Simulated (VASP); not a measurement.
Given:

```
BaSnO3
1.0
    4.09802     0.00000     0.00000
    0.00000     4.09802     0.00000
    0.00000     0.00000     4.09802
Ba Sn O
1 1 3
Direct
  0.00000   0.00000   0.00000
  0.50000   0.50000   0.50000
  0.50000   0.00000   0.50000
  0.00000   0.50000   0.50000
  0.50000   0.50000   0.00000
```

Level of theory: LDA (Ceperley-Alder, Perdew-Zunger), VASP's LDA PAW potentials (set 64) (plane waves; VASP 6.6.1). Run with 520 eV cut-off, 6×6×6 Γ-centred mesh, Gaussian smearing of 0.050 eV, potentials Ba_sv Sn_d O.

The job: BaSnO$_{3}$ (cubic perovskite), 5 atoms, LDA, static run, 520 eV, 6×6×6 Γ-centred mesh. Roughly how much core time does it take on a busy server core?

About 20 core-seconds (one run on a shared machine, a rough figure). It had 20 irreducible k-points, 25 bands, up to 1870 plane waves and 14 electronic steps.

The compound is BaSnO3 in the cubic perovskite structure. It was relaxed first.
